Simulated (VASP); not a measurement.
Here is a VASP 6.6.1 calculation.

Contents of INCAR:

```
SYSTEM = SnTe
PREC = Accurate ; ENCUT = 600
EDIFF = 1E-7 ; ISMEAR = 0
SIGMA = 0.1 ; LREAL = .FALSE.
LASPH = .TRUE. ; NELM = 60
ALGO = Normal ; ISIF = 3
LWAVE = .FALSE. ; LCHARG = .FALSE.
GGA = PE ; IVDW = 12
IBRION = 2 ; NSW = 90
EDIFFG = -0.005
```

KPOINTS

```
regular mesh
0
G
  12 12 12
  0 0 0
```

POSCAR

```
SnTe
1.0
    0.0000000000      3.1858130700      3.1858130700
    3.1858130700      0.0000000000      3.1858130700
    3.1858130700      3.1858130700      0.0000000000
Sn Te
1 1
Direct
    0.0000000000      0.0000000000      0.0000000000
    0.5000000000      0.5000000000      0.5000000000
```

Potentials or basis: VASP PAW PBE potentials, release 64 (Sn_d, Te).

Command:

```console
$ cat potpaw_PBE.64/Sn_d/POTCAR potpaw_PBE.64/Te/POTCAR > POTCAR
$ mpirun -np 1 vasp_std > vasp.out
```

Question: Estimate the relaxed volume.

Answer: 31.39 Å³/atom.

Question: What does it give for the relaxed cell?

Answer: a = 4.461 Å, b = 4.461 Å, c = 4.461 Å, α = 60.00°, β = 60.00°, γ = 60.00°.

Question: Predict the band gap on the k mesh.

Answer: 0.08 eV, direct.

Question: Predict the space group after relaxing (to 0.05 Å).

Answer: Fm-3m (No. 225).

The path:
| step | energy change (eV) | largest force (eV/Å) | pressure (GPa) | volume (Å³) |
| --- | --- | --- | --- | --- |
| 1 | 0.0000 | 0.0000 | -1.24 | 64.67 |
| 2 | -0.0071 | 0.0000 | 0.32 | 62.36 |
| 3 | -0.0075 | 0.0000 | 0.01 | 62.78 |

Caveat: spin-orbit coupling is left out, which moves the levels of the heavy elements. A k mesh can miss the band edges.
